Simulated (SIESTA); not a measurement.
HfO2 under changes of volume

One of the cells (11.175 Å³/atom); the others are scaled copies at fixed shape and fractional positions:

```
Hf O
1.0
     5.25403    0.00000    0.00000
     0.00000    5.03791    0.00000
     0.00000    0.00000    5.06602
Hf O
4 8
Direct
  0.96699 0.73252 0.74144
  0.53301 0.73252 0.24144
  0.46699 0.26748 0.74144
  0.03301 0.26748 0.24144
  0.63213 0.92865 0.87927
  0.86787 0.92865 0.37927
  0.23395 0.53988 0.49229
  0.26605 0.53988 0.99229
  0.76605 0.46012 0.99229
  0.73395 0.46012 0.49229
  0.13213 0.07135 0.87927
  0.36787 0.07135 0.37927
```

Measurements of this composition are mostly on another form, of space group No. 14.

* Program: SIESTA 5.4.2
* Functional: PBE
* Potentials or basis: PseudoDojo 0.4 standard (PBE files)
* Basis: DZP (energy shift 0.003 Ry; two zetas on semicore shells)
* Grid cutoff: 800 Ry
* Energy shift: 0.003 Ry
* k mesh: 5 × 6 × 5
* Occupations: fermi-dirac, width 0.05 eV
* Spin: no spin polarisation

```csv
volume (Å³/atom),energy over the lowest point (meV/atom),pressure (GPa),gap on the mesh (eV),largest force (eV/Å)
10.298,109.64,32.7,4.50,0.451
10.517,70.16,25.2,4.43,0.352
10.736,40.35,18.5,4.36,0.264
11.175,?,?,?,?
11.394,0.00,2.0,4.15,0.117
11.613,0.37,-2.5,4.08,0.147
```

Question: What does the run at 11.175 Å³/atom give?

Answer: Energy over the lowest point 6.08 meV/atom; pressure 7.0 GPa; gap on the mesh 4.22 eV; largest force 0.135 eV/Å.

Worked out: A Birch-Murnaghan fit of order 3 (a polynomial in V^(-2/3)) to the other rows has its minimum at 11.49 Å³/atom with B0 = V·E''(V) = 236 GPa and B' = 4.3 at fixed shape and positions, which overstates the stiffness. It gives 6.05 meV/atom at 11.175 Å³/atom, against the run's 6.08, and -dE/dV = 6.9 GPa, against 7.0. A straight line through the other rows of the gap, of slope -3.5 eV per unit of ln V, gives 4.22 eV, against the run's 4.22.

Energies are extrapolated to zero smearing.

Caveats: short orbitals over semicore shells can move pressures by several GPa; spin-orbit coupling is left out, which moves the levels of the heavy elements; an odd mesh through Γ misses points on the zone boundary, where band edges often lie; the basis of atomic orbitals isn't converged, which shifts pressures, moduli and gaps.
